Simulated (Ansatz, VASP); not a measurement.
# Pd: VASP beside Ansatz

```
CELL_PARAMETERS angstrom
0.00000 1.93185 1.93185
1.93185 0.00000 1.93185
1.93185 1.93185 0.00000
ATOMIC_POSITIONS crystal
Pd 0.00000 0.00000 0.00000
```

Change from the starting cell: volume scaled by 0.98, crystal datasets.

Alike in both runs: task electric field gradients; functional PBEsol; k mesh 18 × 18 × 18; occupations fermi-dirac, width 0.05 eV; no spin polarisation.

```csv
,VASP,Ansatz
version,VASP 6.6.1,Ansatz 0.2.0
potentials or method,"VASP PAW PBE potentials, release 64 (Pd), cutoff 520 eV","all-electron PAW with datasets made for the crystal, scalar-relativistic"
```

Ansatz gave:

```
pressure (GPa)                                                 : 1.9
Vzz of the field gradient on the site that differs most (V/Å²) : 0.0
```

Question: Estimate VASP's values.

Answer: Pressure (GPa): 1.5; Vzz of the field gradient on the site that differs most (V/Å²): 0.0.

Ansatz ran all-electron here, so the differences hold the error of VASP's frozen core and of both bases. Ansatz warned: «gradients_without_spin_orbit».

Caveats: the PAW data sets were made with another functional, which shifts forces and pressure a little (VASP).
